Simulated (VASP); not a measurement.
Here is a VASP 6.6.1 calculation.

The input INCAR:

```
SYSTEM = ZnS
ALGO = Normal
EDIFF = 1E-6
EDIFFG = -0.01
ENCUT = 600
GGA = PE
IBRION = 2
ISIF = 3
ISMEAR = 0
LASPH = .True.
LCHARG = .False.
LREAL = .False.
LWAVE = .False.
NELM = 80
NSW = 90
PREC = Accurate
SIGMA = 0.03
```

The input KPOINTS:

```
k-points
0
Gamma
  10 10 10
  0 0 0
```

The input POSCAR:

```
ZnS
1.0
    0.0000000000      2.7020000000      2.7020000000
    2.7020000000      0.0000000000      2.7020000000
    2.7020000000      2.7020000000      0.0000000000
Zn S
1 1
Direct
    0.2500000000      0.2500000000      0.2500000000
    0.0000000000      0.0000000000      0.0000000000
```

Potentials or basis: VASP PAW PBE potentials, release 64 (Zn, S).

Run with:

```sh
$ cat potpaw_PBE.64/Zn/POTCAR potpaw_PBE.64/S/POTCAR > POTCAR
$ mpirun -np 1 vasp_std > vasp.out
```

What does it give for the space group after relaxing (to 0.05 Å)?

F-43m (No. 216).

Estimate the band gap on the k mesh.

2.01 eV, direct.

Predict the relaxed volume.

20.20 Å³/atom.

Estimate the relaxed cell.

a = 3.852 Å, b = 3.852 Å, c = 3.852 Å, α = 60.00°, β = 60.00°, γ = 60.00°.

Final structure:
```
Zn S
1.0
     0.00000    2.72352    2.72352
     2.72352    0.00000    2.72352
     2.72352    2.72352    0.00000
Zn S
1 1
Direct
  0.25000 0.25000 0.25000
  0.00000 0.00000 0.00000
```

PBE gaps usually lie below the measured ones, often by a third to a half. PBE usually gives volumes a little too large and moduli too small.
